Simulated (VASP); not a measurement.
A run of VASP 6.6.1:

Contents of INCAR:

```
PREC = Accurate
ENCUT = 600
EDIFF = 1E-7
ISMEAR = 0
SIGMA = 0.03
LREAL = F
LASPH = T
NELM = 80
ALGO = Normal
ISIF = 3
LWAVE = F
LCHARG = F
GGA = PS
IBRION = 2
NSW = 90
EDIFFG = -0.005
```

File KPOINTS:

```
Automatic mesh
0
Gamma
  8 8 8
```

File POSCAR:

```
CuI                                     
1.0
   -0.0000000000      2.9729987622      2.9729987622
    2.9729987622      0.0000000000      2.9729987622
    2.9729987622      2.9729987622     -0.0000000000
  Cu              I             
     1     1
Direct
     0.2500000000000000    0.2500000000000000    0.2500000000000000
     0.0000000000000000    0.0000000000000000    0.0000000000000000
```

Potentials or basis: VASP PAW PBE potentials, release 64 (Cu, I).

Launch:

```console
$ cat potpaw_PBE.64/Cu/POTCAR potpaw_PBE.64/I/POTCAR > POTCAR
$ mpirun -np 1 vasp_std > vasp.out
```

Hardware: 1 thread of Intel(R) Xeon(R) Platinum 8488C (Sapphire Rapids) (shared host).

Problem. How long does it take, and how much memory?

Solution. Run time: 28 s on 1 thread of Intel(R) Xeon(R) Platinum 8488C (Sapphire Rapids) (shared host), peak memory 0.21 GiB. Counts: scf iterations 18, k points 29, ion steps 1.
